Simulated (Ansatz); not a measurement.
# GaSb in Ansatz: the effect of functional

The system is GaSb.

```
Sb Ga
1.0
    -2.71622    2.71622    1.56921
     2.71622   -2.71622    1.56921
     2.71622    2.71622   -1.56921
Sb Ga
1 1
Direct
  0.00000 0.00000 0.00000
  0.75000 0.25000 0.50000
```

Measurements of this composition are mostly on another form, of space group No. 216.

The cell isn't the ideal one: volume scaled by 0.96.

Alike in all runs:

- Program: Ansatz 0.2.0
- Task: single point
- Potentials or basis: Ansatz PAW
- k mesh: 10 × 10 × 10
- Occupations: fermi-dirac, width 0.05 eV
- Spin: no spin polarisation

Problem. One run gave: pressure -2.3 GPa. Which functional did it use?
A. r2SCAN
B. LDA
C. PBEsol

Solution. B.

```tsv
functional	cutoff	pressure (GPa)
LDA	420 eV (not typed: the program's choice for these potentials)	-2.3
PBEsol	420 eV (not typed: the program's choice for these potentials)	-0.7
r2SCAN	500 eV (not typed: the program's choice for these potentials)	0.8
```

Caveats: the PAW data sets come from PBE, with cores solved anew for the run's functional, which leaves a small shift of forces and pressure.
